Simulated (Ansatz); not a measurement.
Reaction (ligand exchange at the Si–C bond): `C=C([SiH3])CC` + `BN` → `BN[SiH3]` + `C=CCC`

Computed with Ansatz on PBE0-D4/def2-TZVP structures; ΔE is electronic, products minus reactants. CCSD(T)/CBS is the MP2 limit (def2-TZVPP, def2-QZVPP) plus CCSD(T) − MP2 in def2-TZVPP, frozen cores. This one scheme is used for every species. One conformer a species, not always the lowest.

`C=C([SiH3])CC`:

```xyz
15

C     1.724   -0.598   -0.713
C     0.685   -0.126   -0.025
Si    0.701    1.665    0.516
C    -0.484   -1.002    0.334
C    -1.801   -0.528   -0.270
H     1.762   -1.636   -1.042
H     2.575    0.021   -0.974
H     0.445    1.761    1.981
H     2.028    2.257    0.204
H    -0.351    2.465   -0.168
H    -0.276   -2.028    0.011
H    -0.586   -1.033    1.426
H    -1.739   -0.494   -1.360
H    -2.618   -1.199    0.004
H    -2.066    0.474    0.077
```

`BN`:

Z-matrix (Å, degrees):
```
B
N 1 1.385
H 1 1.197 2 119.0
H 1 1.197 2 119.0 3 -180.0
H 2 1.006 1 123.2 3 -0.0
H 2 1.006 1 123.2 3 180.0
```

`BN[SiH3]`:

Z-matrix (Å, degrees):
```
Si
N 1 1.745
H 1 1.487 2 110.4
H 1 1.480 2 107.6 3 -120.5
H 1 1.487 2 110.4 3 119.0
B 2 1.399 1 126.7 3 120.4
H 2 1.011 1 116.7 3 -59.6
H 6 1.198 2 119.6 1 -180.0
H 6 1.198 2 119.0 1 -0.0
```

`C=CCC`:

```xyz
12

C    -0.503    0.847   -1.732
C    -0.062   -0.133   -0.955
C    -0.454   -0.346    0.468
C     0.740   -0.293    1.415
H    -1.215    1.580   -1.366
H    -0.172    0.952   -2.759
H     0.656   -0.845   -1.362
H    -1.198    0.402    0.758
H    -0.939   -1.325    0.563
H     1.491   -1.040    1.143
H     1.221    0.687    1.380
H     0.435   -0.487    2.446
```

```
        species  MP2/def2-TZVPP energy (Eh)
`C=C([SiH3])CC`                  -447.08039
           `BN`                   -81.85637
     `BN[SiH3]`                  -372.10203
        `C=CCC`                  -156.85004
```

(1) Work out ΔE.

Largest T1 diagnostic among the species: 0.012.

## Answers

(1) ΔE = (-372.10203) + (-156.85004) − (-447.08039) − (-81.85637) = -0.01531 Eh = -40.2 kJ/mol. CCSD(T)/CBS gives -41.0 kJ/mol.

From PBE to PBE0 (25 % exact exchange), in def2-TZVPP and without D4, ΔE moves by −3.8 kJ/mol. At CCSD(T), def2-SVP lies +4.4 kJ/mol from the extrapolated value and def2-TZVPP +0.3 kJ/mol. Leaving LDA and LC-ωPBE aside and taking each functional with its dispersion term where it has one, the values, not all of them listed here, spread over 15.5 kJ/mol, from B2PLYP to revPBE-D4. LDA lies +4.9 kJ/mol from PBE without D4.
